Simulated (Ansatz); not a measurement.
# Al2O3 (Corundum) under changes of volume

One of the cells (8.502 Å³/atom); the others are scaled copies at fixed shape and fractional positions:

```
Al O
1.0
     2.38025    1.37424    4.33187
    -2.38025    1.37424    4.33187
     0.00000   -2.74848    4.33187
Al O
4 6
Direct
  0.85216 0.85216 0.85216
  0.64784 0.64784 0.64784
  0.14784 0.14784 0.14784
  0.35216 0.35216 0.35216
  0.05668 0.75000 0.44332
  0.75000 0.44332 0.05668
  0.44332 0.05668 0.75000
  0.94332 0.25000 0.55668
  0.25000 0.55668 0.94332
  0.55668 0.94332 0.25000
```

* Program: Ansatz 0.2.0
* Functional: BLYP
* Dispersion: D3(BJ)
* Potentials or basis: Ansatz PAW
* Cutoff: 420 eV (not typed: the program's choice for these potentials)
* k mesh: 7 × 7 × 7
* Occupations: fermi-dirac, width 0.05 eV
* Spin: no spin polarisation

```csv
volume (Å³/atom),energy over the lowest point (meV/atom),pressure (GPa),gap on the mesh (eV),largest force (eV/Å)
7.992,31.12,18.9,7.29,0.106
8.162,14.52,12.5,7.01,0.083
8.332,4.32,6.7,6.74,0.061
8.502,0.00,1.5,6.48,0.040
8.672,0.92,-3.2,6.22,0.053
8.842,?,?,?,?
9.012,16.63,-11.3,5.74,0.080
```

**Question.** What does the run at 8.842 Å³/atom give?

**Answer.** Energy over the lowest point 6.60 meV/atom; pressure -7.5 GPa; gap on the mesh 5.98 eV; largest force 0.067 eV/Å.

Worked out: A Birch-Murnaghan fit of order 3 (a polynomial in V^(-2/3)) to the other rows has its minimum at 8.56 Å³/atom with B0 = V·E''(V) = 242 GPa and B' = 4.0 at fixed shape and positions, which overstates the stiffness. It gives 6.62 meV/atom at 8.842 Å³/atom, against the run's 6.60, and -dE/dV = -7.5 GPa, against -7.5. A straight line through the other rows of the gap, of slope -12.9 eV per unit of ln V (its deformation potential), gives 5.98 eV, against the run's 5.98.

Energies are extrapolated to zero smearing.

Caveats: odd divisions of the mesh miss points on the zone boundary, where band edges often lie, so the gap on the mesh can be too wide; the PAW data sets come from PBE, with cores solved anew for the run's functional, which leaves a small shift of forces and pressure.

A mesh can miss the band edges.
